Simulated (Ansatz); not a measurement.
# GdN (rocksalt): which electronic and magnetic state is lowest

Aim: start GdN (rocksalt) from several magnetic orders or shell fillings at one geometry and see which ends lowest.

Computed with Ansatz 0.2.0 (DFT r²SCAN, scalar-relativistic, plane waves, PAW, unless a step's input says otherwise).

2 further runs of the same task are left out: 1 that didn't finish, 1 set aside as unsound or not needed.

## 1. The starting structure

Symmetry: Fm-3m, No. 225, cubic system. The conventional cell has a = 4.973 Å, b = 4.973 Å, c = 4.973 Å, α = 90.00°, β = 90.00°, γ = 90.00°. Gd (site symmetry m-3m) has 6 N at 2.49 Å as nearest neighbours. N (site symmetry m-3m) is surrounded by 6 Gd at 2.49 Å.

Structure file:

```
Gd N
1.0
     0.00000    2.48655    2.48655
     2.48655    0.00000    2.48655
     2.48655    2.48655    0.00000
Gd N
1 1
Direct
  0.50000 0.50000 0.50000
  0.00000 0.00000 0.00000
```

This cell comes from an earlier session at r²SCAN: 15.374 Å³/atom at 0.05 GPa, on a 12×12×12 mesh, metallic, moments in the atoms' spheres Gd 6.93; N -0.14 μB.

## 2. No spin polarisation

Input file input.yaml:

```yaml
crystal:
  lattice:
    - [0.0, 2.4865533676, 2.4865533676]
    - [2.4865533676, 0.0, 2.4865533676]
    - [2.4865533676, 2.4865533676, 0.0]
  atoms:
    - { symbol: Gd, position: [0.5, 0.5, 0.5] }
    - { symbol: "N", position: [0.0, 0.0, 0.0] }
basis:
  ecutwfc: 500
  ecutrho_ratio: 4
kpoints:
  mp_grid: { grid: [12, 12, 12] }
hamiltonian:
  xc: r2scan
scf:
  occupations: { method: gaussian, width: 0.05 }
output:
  forces: true
  stress: true
  eigenvalues: true
```

Started as:

```sh
> ansatz run input.yaml --threads 2 --pin off --max-ram 2662MiB --backend cpu --events-out ev --progress --plain --runs-dir out
```

The log of the run, shortened:

```text
Warning: RAYON_NUM_THREADS=2 ignored (pool sized by the plan → 2); use --threads N
band count auto-derived: 18 (N_el = 23.0; filled up to band 12; 16 by the electrons, moments and atoms)
[...]
Pseudopotentials: kind: paw
Pseudopotential: Gd, paw, valence charge 18, recommended cutoff 500 eV (meta_gga), Gd.paw.azcp
Pseudopotential: N, paw, valence charge 5, recommended cutoff 500 eV (meta_gga), N.paw.azcp
Functional definition: r2SCAN
[...]
Crystal: 2 atoms, lattice volume = 30.748 Å³
Basis set: ecut = 500 eV, 749 PW (Γ), exchange–correlation on 108×108×108 points (64 copies of the dense FFT grid, shifted against one another)
Bands: 18, of which v1, the nominal top of the filled ones, is band 12 counted from 1 (11 counted from 0)
Symmetry: 48 space group operations
Space group: Fm-3m (ITA 225), of the structure as read, at distance tolerance 3.1e-5 Å
k-points: 72 of 1728
[...]
SCF iter   1: F=—  HF=-9723.421407 eV  |F-HF|=—  |Δ(HF+E_count)|=         —  Δρ=4.87e-2  dr2=3.36e-1  dr2_τ=9.43e-2  ethr=3.10e-3  ⟨swp⟩=5.5  Hψ=5314  notcnv=0
[...]
iteration 5: the lowest order of the open f orbitals that was found in this iteration's bands is taken; the next order that was found lies 34 meV over it there
[...]
SCF iter  15: F=-9726.018490 eV  HF=-9726.018490 eV  |F-HF|=1.34e-8  |Δ(HF+E_count)|=   3.12e-9  Δρ=6.67e-6  dr2=1.56e-8  dr2_τ=6.27e-10  ethr=2.14e-10  ⟨swp⟩=7.4  Hψ=14847  notcnv=0
[...]
SCF converged after 15 iterations
Free energy (F): -9726.018490 eV
[...]
E sigma→0 (E₀):  -9726.016335 eV
Entropy (-TS):   -0.004309 eV (-2.154 meV/atom)
Fermi energy:    14.266521 eV
[...]
--- Forces (eV/Å), atoms counted from 1 ---
  atom   1  Gd     0.00000000     0.00000000     0.00000000
  atom   2  N     -0.00000000     0.00000000    -0.00000000
[...]
--- Stress (GPa, compression-positive) ---
       -2.691936      -0.769114       0.769114
       -0.769114      -2.691936      -0.769114
        0.769114      -0.769114      -2.691936
  P = ⅓ Tr σ = -2.6919 GPa (-26.919 kbar)
--- Band table (eV; the first three rows and the last of 189) ---
  k-point 0: bands = ["-28.5085", "-5.4921", "-5.4267", "-5.4267", "0.3752", "12.6625", "12.6625", "13.0458", "14.0063", "14.0808", "15.3354", "15.3354", "16.1488", "16.1488", "16.7888", "17.8965", "17.9065", "17.9065"]
[...]
```

Run time: 38 s. Hardware: 2 threads of Arm Neoverse V1, shared host; peak memory 0.46 GiB.

This gives: volume 15.374 Å³/atom, pressure -2.69 GPa, metallic.

## 3. Antiferromagnetic, doubled cell, propagation vector (0, 0, 1/2)

Input file input.yaml:

```yaml
crystal:
  lattice:
    - [0.0, 2.4865533676, 2.4865533676]
    - [2.4865533676, 0.0, 2.4865533676]
    - [4.9731067352, 4.9731067352, 0.0]
  atoms:
    - { symbol: Gd, position: [0.5, 0.5, 0.25], spin: 7.0 }
    - { symbol: "N", position: [0.0, 0.0, 0.0] }
    - { symbol: Gd, position: [0.5, 0.5, 0.75], spin: -7.0 }
    - { symbol: "N", position: [0.0, 0.0, 0.5] }
basis:
  ecutwfc: 500
  ecutrho_ratio: 4
kpoints:
  mp_grid: { grid: [12, 12, 6] }
hamiltonian:
  xc: r2scan
scf:
  occupations: { method: gaussian, width: 0.05 }
output:
  forces: true
  stress: true
  eigenvalues: true
  populations: true
  write_density: true
  write_potential: true
  elf: true
  volumetric_format: npy
magnetization:
  spin_polarized: true
```

Started as:

```sh
> ansatz run input.yaml --threads 2 --pin off --max-ram 2662MiB --backend cpu --events-out ev --progress --plain --runs-dir out
```

The log of the run:

```text
Warning: RAYON_NUM_THREADS=2 ignored (pool sized by the plan → 2); use --threads N
Gd: projections on atomic orbitals take those of the free atom [Kr 4d10] 4f7 5s2 5p6 5d1 6s2, of charge +0.00 (hamiltonian.pseudopotentials.projection_atoms); the dataset's partial waves leave at most 2.5e-4 of an orbital's norm unspanned inside its sphere
Engine: ansatz 0.2.0, aarch64-unknown-linux-gnu
[... 4 set-up lines as earlier in the session ...]
  parameter k0 = 0.174
  parameter k1 = 0.065
  parameter a1 = 4.9479
  exchange = r2scan_x(k0 = k0, k1 = k1, a1 = a1)
  correlation = r2scan_c
Crystal: 4 atoms, lattice volume = 61.497 Å³
Basis set: ecut = 500 eV, 1527 PW (Γ), exchange–correlation on 108×108×216 points (64 copies of the dense FFT grid, shifted against one another)
Bands: 36, of which v1, the nominal top of the filled ones, is band 23 counted from 1 (22 counted from 0)
Symmetry: 12 space group operations
Space group: R-3m (ITA 166), of the structure as read, at distance tolerance 3.9e-5 Å
Magnetic group: BNS 166.102 (UNI 1332), of the structure as read, at distance tolerance 3.9e-5 Å
k-points: 98 of 864
Non-local potential: Gd, projectors of the file, l = 0: 3, l = 1: 2, l = 2: 2, l = 3: 3
Non-local potential: N, projectors of the file, l = 0: 2, l = 1: 2, l = 2: 1
PAW form: soft (Blöchl's): semilocal exchange-correlation on the pseudo side does not see the compensation charge
PAW frozen core: Gd, regenerated for the run's functional (the file was generated under x = pbe(κ = 0.804, μ = 0.2195149727645171), c = pbe(β = 0.06672455060314922))
PAW frozen core: N, regenerated for the run's functional (the file was generated under x = pbe(κ = 0.804, μ = 0.2195149727645171), c = pbe(β = 0.06672455060314922))
PAW one-centre angular grid: Gd, 2702 points (default); XC on 224 Gauss nodes
PAW one-centre angular grid: N, 302 points (default); XC on 160 Gauss nodes
Initial density: superposition of atomic densities (chi_scale 0.1, normalization cell, long waves kept (reshape's long-wave potential 0.00 eV rms))
Starting moments: Σ|m| = 14 μB on 2 of 4 sites
Starting magnetic order: antiferromagnet; a translation exchanges its spin sublattices: spin-degenerate at every k-point
Initial wavefunctions: pseudopotential atomic-orbital guess
Functional: x = r2scan, c = r2scan; τ floored in thin density (d = 2e-4 eV/Å³)
SCF iter   1: F=—  HF=-19467.554379 eV  |F-HF|=—  |Δ(HF+E_count)|=         —  Δρ=4.51e-2 (↑4.51e-2 ↓4.51e-2)  dr2=1.69e0  dr2_τ=9.73e-2  dr2_m=7.18e-1  M=0.000 μB ∫|m|=14.029 μB  β_m=0.30  ethr=3.10e-3  ⟨swp⟩=5.1  Hψ=12313  notcnv=0  defer=161
Mixer restart at iter 1: flushing history
preconditioner: auto → Resta (q_TF=auto, 2.599 Å⁻¹)  ε∞=6.7  [insulator: Δε(μ)=1.135 eV  Ē_g=12.807 eV  σ=0.050 eV  W_gap=1.00  n_scr=22 (ndim 8)  ℏωp=30.7 eV  f_vac=0.000  D(μ)=0.00/eV (n_scr^D=0)  ε∞_Penn≈6.7]
spin=Collinear: Resta preconditioning applied to the charge; magnetization (m = ρ↑ − ρ↓) channel mixes plain (no charge-response kernel on spin).
SCF iter   2: F=—  HF=-19468.253711 eV  |F-HF|=—  |Δ(HF+E_count)|=   6.99e-1  Δρ=3.46e-2 (↑3.46e-2 ↓3.46e-2)  dr2=8.58e-1  dr2_τ=1.49e-2  dr2_m=4.14e-1  M=0.000 μB ∫|m|=14.096 μB  β_m=0.30  ethr=3.10e-3  ⟨swp⟩=2.0  Hψ=5118  notcnv=0  defer=468  κ⁻¹=1.0e0(r=1)
SCF iter   3: F=—  HF=-19468.964986 eV  |F-HF|=—  |Δ(HF+E_count)|=   7.11e-1  Δρ=1.71e-2 (↑1.71e-2 ↓1.71e-2)  dr2=1.87e-1  dr2_τ=4.15e-3  dr2_m=7.86e-2  M=0.000 μB ∫|m|=14.159 μB  β_m=0.30  ethr=1.86e-3  ⟨swp⟩=2.0  Hψ=5502  notcnv=0  defer=468  κ⁻¹=1.3e-1(r=2)
SCF iter   4: F=—  HF=-19469.161716 eV  |F-HF|=—  |Δ(HF+E_count)|=   1.97e-1  Δρ=7.15e-3 (↑7.15e-3 ↓7.15e-3)  dr2=5.01e-2  dr2_τ=8.92e-4  dr2_m=6.73e-3  M=0.000 μB ∫|m|=14.183 μB  β_m=0.30  ethr=4.07e-4  ⟨swp⟩=2.7  Hψ=6771  notcnv=0  defer=471  κ⁻¹=2.7e-2(r=3)
SCF iter   5: F=—  HF=-19469.191451 eV  |F-HF|=—  |Δ(HF+E_count)|=   2.97e-2  Δρ=1.88e-3 (↑1.88e-3 ↓1.88e-3)  dr2=3.67e-3  dr2_τ=5.68e-5  dr2_m=9.51e-4  M=0.000 μB ∫|m|=14.197 μB  β_m=0.30  ethr=1.09e-4  ⟨swp⟩=2.9  Hψ=6513  notcnv=0  defer=471  κ⁻¹=5.1e-4(r=4)
SCF iter   6: F=—  HF=-19469.192808 eV  |F-HF|=—  |Δ(HF+E_count)|=   1.36e-3  Δρ=6.45e-4 (↑6.45e-4 ↓6.45e-4)  dr2=4.44e-4  dr2_τ=1.72e-5  dr2_m=5.79e-5  M=0.000 μB ∫|m|=14.200 μB  β_m=0.30  ethr=7.99e-6  ⟨swp⟩=2.0  Hψ=6559  notcnv=0  defer=471  κ⁻¹=2.3e-4(r=5)
SCF iter   7: F=—  HF=-19469.193385 eV  |F-HF|=—  |Δ(HF+E_count)|=   5.76e-4  Δρ=3.52e-4 (↑3.52e-4 ↓3.52e-4)  dr2=1.33e-4  dr2_τ=2.61e-6  dr2_m=2.97e-6  M=0.000 μB ∫|m|=14.201 μB  β_m=0.30  ethr=9.65e-7  ⟨swp⟩=2.0  Hψ=6499  notcnv=0  defer=471  κ⁻¹=2.3e-5(r=6)
SCF iter   8: F=—  HF=-19469.193741 eV  |F-HF|=—  |Δ(HF+E_count)|=   3.56e-4  Δρ=1.45e-4 (↑1.45e-4 ↓1.45e-4)  dr2=3.69e-5  dr2_τ=5.30e-7  dr2_m=6.39e-7  M=0.000 μB ∫|m|=14.200 μB  β_m=0.30  ethr=2.88e-7  ⟨swp⟩=2.0  Hψ=6492  notcnv=0  defer=471  κ⁻¹=8.6e-6(r=7)
SCF iter   9: F=—  HF=-19469.193769 eV  |F-HF|=—  |Δ(HF+E_count)|=   2.79e-5  Δρ=5.72e-5 (↑5.72e-5 ↓5.72e-5)  dr2=6.73e-6  dr2_τ=8.07e-8  dr2_m=5.00e-7  M=0.000 μB ∫|m|=14.200 μB  β_m=0.30  ethr=8.03e-8  ⟨swp⟩=2.0  Hψ=5782  notcnv=0  defer=471  κ⁻¹=2.0e-7(r=8)
SCF iter  10: F=—  HF=-19469.193764 eV  |F-HF|=—  |Δ(HF+E_count)|=   4.97e-6  Δρ=7.65e-5 (↑7.65e-5 ↓7.65e-5)  dr2=1.43e-5  dr2_τ=2.70e-7  dr2_m=2.01e-7  M=0.000 μB ∫|m|=14.200 μB  β_m=0.30  ethr=1.46e-8  ⟨swp⟩=2.2  Hψ=5805  notcnv=0  defer=471  κ⁻¹=2.2e-7(r=8)
SCF iter  11: F=—  HF=-19469.193767 eV  |F-HF|=—  |Δ(HF+E_count)|=   3.26e-6  Δρ=2.08e-5 (↑2.08e-5 ↓2.08e-5)  dr2=4.44e-7  dr2_τ=1.16e-8  dr2_m=7.49e-8  M=0.000 μB ∫|m|=14.200 μB  β_m=0.30  ethr=1.46e-8  ⟨swp⟩=2.0  Hψ=5782  notcnv=0  defer=471  κ⁻¹=6.3e-7(r=8)
SCF iter  12: F=—  HF=-19469.193766 eV  |F-HF|=—  |Δ(HF+E_count)|=   1.05e-6  Δρ=8.12e-6 (↑8.12e-6 ↓8.12e-6)  dr2=8.63e-8  dr2_τ=1.55e-9  dr2_m=3.14e-9  M=0.000 μB ∫|m|=14.200 μB  β_m=0.30  ethr=9.66e-10  ⟨swp⟩=2.0  Hψ=5781  notcnv=0  defer=471  κ⁻¹=7.0e-8(r=8)
SCF iter  13: F=-19469.193766 eV  HF=-19469.193766 eV  |F-HF|=2.94e-9  |Δ(HF+E_count)|=   8.04e-8  Δρ=2.90e-6 (↑2.90e-6 ↓2.90e-6)  dr2=2.00e-8  dr2_τ=3.48e-10  dr2_m=9.49e-10  M=0.000 μB ∫|m|=14.200 μB  ethr=1.88e-10  ⟨swp⟩=13.9  Hψ=24339  notcnv=0
SCF 1 converged in 13 iterations: F = -19469.193766 eV  dr2 = 2.00e-8
WARN: an SCF from ferromagnetic starting moments (-7.00, 0.00, -7.00, 0.00 Bohr magnetons, atom by atom) was not made, by what the run has read of turns of its moments that order reads lower: the deck asks for what bars it, or types moments that do (magnetization.spin_polarized, in the input reference, names some of the keys), or the run goes by scf.lower_state_search: light, the default, which as a rule tries one only behind a close that has lost an order of both signs, or on which an open d or half-filled 4f shell of a PAW file has lost a moment that was set nearer to Hund's than to what is left; or, under a Hubbard U, one that names an f shell that the input leaves bare beside given moments, or a larger moment for a shell of low spin that is given one. standard, with a start from the atoms, tries one behind each close (in a relaxation, ahead of its steps or at their end). To set out from that order, type those moments (crystal.atoms[].spin; where shells were raised to Hund's moment, beside crystal.symmetry.detect: false) under scf.lower_state_search: light. The bands of the close that named these starting moments, or of the one ahead of a search that led to it (under cold or Methfessel-Paxton smearing those of the Gaussian ahead of it) read a cost of -6.13 meV for the turn to them, carried on from a small turn
this state was not tested for a lower state beside it, because the mixer in use, unlike msr1, does not test its closes by its own steps (another_mixer; see scf.mixing.algorithm and scf.lower_state_search)
SCF converged after 13 iterations
Magnetization: 0.0000 μB (23.0000 up, 23.0000 down)
Absolute magnetization: 14.1993 μB (∫|ρ↑−ρ↓|, with the PAW one-centre terms)
Spin contamination: 7.0261 ħ² per cell (⟨S²⟩ above its minimum at these occupations)
Per-site moments (μB) at R_I (Å): [(6.910886955629516, 1.0257032641350001), (3.6142983943160384e-16, 1.0257032641350001), (-6.910886955629516, 1.0257032641350001), (-3.85999080383845e-16, 1.0257032641350001)]
Free energy (F): -19469.193766 eV
Harris-Foulkes:  -19469.193766 eV  (|F-HF|=2.94e-9)
Internal energy: -19469.193766 eV  (E = F + TS)
E sigma→0 (E₀):  -19469.193766 eV
Fermi energy:    14.467543 eV
--- Per-component energies (eV) ---
  E_band       = 117.953024
  E_kinetic    = 1072.372545
  E_local      = -3777.352895  (includes V_loc(G=0)·N_el)
  E_nonlocal   = 656.246902
  E_hartree    = 1547.633852
  E_xc         = -576.059035
  E_vxc        = -742.041843  (∫ρ·V_xc dr)
  E_paw        = -13191.553038  (= ΣΔE_a)
  E_vpaw       = -226.645339  (= ΣTr[D̂ρ^β])
  E_aug_tail   = 0.000035  (compensation charges beyond the density's cutoff)
  E_vtau       = 40.112132  (kinetic-family band-sum trace: ∫τ·v_τ [+ j·A + Jᵃ·Aᵃ] dr)
  E_ewald      = -5201.101653
  E_core_change = 0.619521  (= ΣΔE_core)
  E_smearing   = -0.000000  (= −TS)
  E_closure    = -0.000000  (closes the sum)
  Σ components = -19469.193766   (vs F -19469.193766, Δ=0.00e0)
--- Forces (eV/Å), atoms counted from 1 ---
  atom   1  Gd     0.00000000     0.00000000     0.00000000
  atom   2  N      0.00000000     0.00000000    -0.00000000
  atom   3  Gd    -0.00000000     0.00000000     0.00000000
  atom   4  N     -0.00000000    -0.00000000     0.00000000
  max |Σ_I F_I| component: 3.79e-29 eV/Å
--- Stress (GPa, compression-positive) ---
        0.403470       0.146935      -0.146935
        0.146935       0.403470      -0.146935
       -0.146935      -0.146935       0.403470
  P = ⅓ Tr σ = 0.4035 GPa (4.035 kbar)
--- Band table (eV; the first three rows and the last of 196) ---
  k-point 0 ↑: bands = ["-30.7348", "-27.1215", "-7.9242", "-7.1984", "-7.1984", "-5.1989", "-4.5925", "-4.5925", "0.7040", "2.5745", "10.2711", "10.7716", "10.7716", "10.7756", "10.8707", "10.9520", "10.9520", "11.0201", "11.9086", "11.9086", "14.2488", "14.2654", "14.2654", "17.6688", "17.7021", "17.7021", "17.7108", "18.0192", "18.0192", "18.2081", "18.3613", "18.4500", "18.4500", "18.7561", "19.9830", "19.9830"]
  k-point 1 ↑: bands = ["-30.7346", "-27.1218", "-7.8919", "-7.1983", "-7.1983", "-5.2679", "-4.5929", "-4.5929", "0.8451", "2.4596", "10.3731", "10.7550", "10.7550", "10.8215", "10.8964", "10.9507", "10.9507", "11.0201", "12.0276", "12.0276", "13.8803", "14.0557", "14.0557", "17.3378", "17.7115", "17.7115", "17.9716", "18.1351", "18.1351", "18.2081", "18.4047", "18.4047", "18.4071", "19.2158", "20.0989", "20.4140"]
  k-point 2 ↑: bands = ["-30.7343", "-27.1225", "-7.8232", "-7.1981", "-7.1981", "-5.4071", "-4.5937", "-4.5937", "1.2094", "2.1457", "10.5033", "10.7263", "10.7263", "10.8495", "10.9483", "10.9483", "11.0201", "11.2116", "12.3422", "12.3422", "13.0839", "13.5751", "13.5751", "17.1004", "17.7200", "17.7200", "18.0633", "18.1949", "18.1949", "18.2081", "18.6150", "18.6893", "18.6893", "19.4922", "20.2073", "20.3576"]
  k-point 97 ↓: bands = ["-30.6635", "-27.0226", "-7.8083", "-7.7945", "-7.5208", "-5.3972", "-5.3659", "-4.9629", "1.8011", "1.8020", "10.7591", "10.7979", "10.8639", "10.9361", "10.9493", "10.9494", "10.9630", "11.7103", "11.7615", "12.6134", "12.6955", "12.8886", "12.9996", "17.5640", "17.5874", "17.8422", "17.8494", "18.0300", "18.0467", "18.0959", "18.8889", "18.9418", "19.6932", "20.4275", "22.0790", "22.2142"]
--- Löwdin populations: 4 sites ---
  site symbol       q [e]    m [muB]
     0     Gd     17.2201     7.0526
     1      N      5.7357     0.0000
     2     Gd     17.2201    -7.0526
     3      N      5.7357     0.0000
  spilling = 0.001924 (of n_electrons = 46.000000)
```

Caution: the run may have ended on a state that is not the lowest.

Wall time 37 s (2 threads of Arm Neoverse V1, shared host); peak memory 0.83 GiB.

Result: volume 15.374 Å³/atom, pressure 0.40 GPa, gap on the mesh 0.41 eV, moments in the atoms' spheres Gd 6.91, -6.91 μB.

Spin moments on the atoms, as numbers (put along z; the direction is arbitrary without spin–orbit coupling):

```tsv
atom	x (μB)	y (μB)	z (μB)
Gd1	0.00	0.00	6.91
Gd3	0.00	0.00	-6.91
```

Density in a lattice plane of the grid's cell (edges 3.52 and 7.03 Å, at 0.000 of the third edge), which holds N.

Ten even steps from ' ' (0.10 e/Å³) to '@' (3.40 e/Å³):
```
%%@@**::            ..++
--==--::              ..
  ......                
                        
                        
                        
                  ......
--..              ::--==
%%++..            ::**@@
@@@@==..          ..==@@
%%@@**::            ..++
--==--::              ..
  ......                
                        
                        
                        
                  ......
--..              ::--==
%%++..            ::**@@
@@@@==..          ..==@@
```
Columns run along the first of these edges and rows up along the second, over one cell in 12 and 20 even steps from the bottom left corner. Atoms in the plane (fractional): N at (0.00, 0.00), N at (1.00, 0.50).

ELF in the same plane.

Ten even steps from '0' (0.01) to '9' (0.82):
```
669983002799
999984100269
789873100015
244432000001
000100000100
210000023444
751000137898
996200148999
699720038996
049962026994
669983002799
999984100269
789873100015
244432000001
000100000100
210000023444
751000137898
996200148999
699720038996
049962026994
```
Columns run along the first of these edges and rows up along the second, over one cell in 12 and 20 even steps from the bottom left corner. Atoms in the plane (fractional): N at (0.00, 0.00), N at (1.00, 0.50).

Both are smooth fields of the valence electrons: close to the nuclei they are not physical.

Spin density (up less down) in a lattice plane of the grid's cell (edges 3.52 and 7.03 Å, at 0.000 of the third edge), which holds N.

Values in e/Å³, 12 rows by 6 columns:
```
 0.02  0.02  0.00  0.00  0.00  0.00
 0.00  0.00  0.00 -0.01 -0.01 -0.01
-0.01 -0.01 -0.01 -0.01 -0.01 -0.01
 0.00 -0.01 -0.01 -0.01  0.00  0.00
 0.02  0.00  0.00  0.00  0.00  0.02
 0.00  0.00  0.00  0.00  0.00  0.00
-0.02 -0.02  0.00  0.00  0.00  0.00
 0.00  0.00  0.00  0.01  0.01  0.01
 0.01  0.01  0.01  0.01  0.01  0.01
 0.00  0.01  0.01  0.01  0.00  0.00
-0.02  0.00  0.00  0.00  0.00 -0.02
 0.00  0.00  0.00  0.00  0.00  0.00
```
Columns run along the first of these edges and rows up along the second, over one cell in 6 and 12 even steps from the bottom left corner. Atoms in the plane (fractional): N at (0.00, 0.00), N at (1.00, 0.50).

Outside the cores ELF peaks at 0.83 in the shell around N, 0.7 Å from N.

ELF in the plane through atom 1 (Gd) and two of its nearest N neighbours, 7.2 Å on a side, that atom in the middle and its first bond to the right.

Ten even steps from ' ' (0.05) to '@' (0.85):
```
    ..::::..      ..::::::::::..      ::::::..    
  --##@@@@%%**....++%%@@@@@@%%++  ..**%%@@@@##--  
..##@@%%##@@@@==..##@@##++%%@@##..==@@@@##%%@@%%..
::%%@@++::%%@@++..##@@++..++@@##..++@@%%::++@@%%::
..**@@@@@@@@%%--..**@@@@%%@@@@**..--%%@@@@@@@@**..
  ..==####++--    ==**######**==    ::++####==..  
  ............        ......        ..........    
..**%%%%%%%%##--  ..++%%%%%%++..  --##%%%%%%%%**..
::%%@@%%##@@@@++..++@@@@%%@@@@++..++@@@@##%%@@%%::
::%%%%--..##@@++..##@@**  **@@##..++@@##..--%%%%::
::%%@@%%##@@@@++..++@@@@%%@@@@++..++@@@@##%%@@%%::
..**%%%%%%%%##--  ..++%%%%%%++..  --##%%%%%%%%**..
    ..........        ......        ............  
  ..==####++::    ==**######**==    --++####==..  
..**@@@@@@@@%%--..**@@@@%%@@@@**..--%%@@@@@@@@**..
::%%@@++::%%@@++..##@@++..++@@##..++@@%%::++@@%%::
..%%@@%%##@@@@==..##@@%%++##@@##..==@@@@##%%@@##..
  --##@@@@%%**..  ++%%@@@@@@%%++....**%%@@@@##--  
    ..::::::      ..::::::::::..      ..::::..    
```
Atoms in the plane (Å from the middle): Gd (-2.5, 2.5), Gd (2.5, 2.5), Gd (0.0, 0.0), N (0.0, 2.5), Gd (-2.5, -2.5), N (-2.5, 0.0), Gd (2.5, -2.5), N (2.5, 0.0), N (0.0, -2.5).

(Part 1 of 2 ends here.)
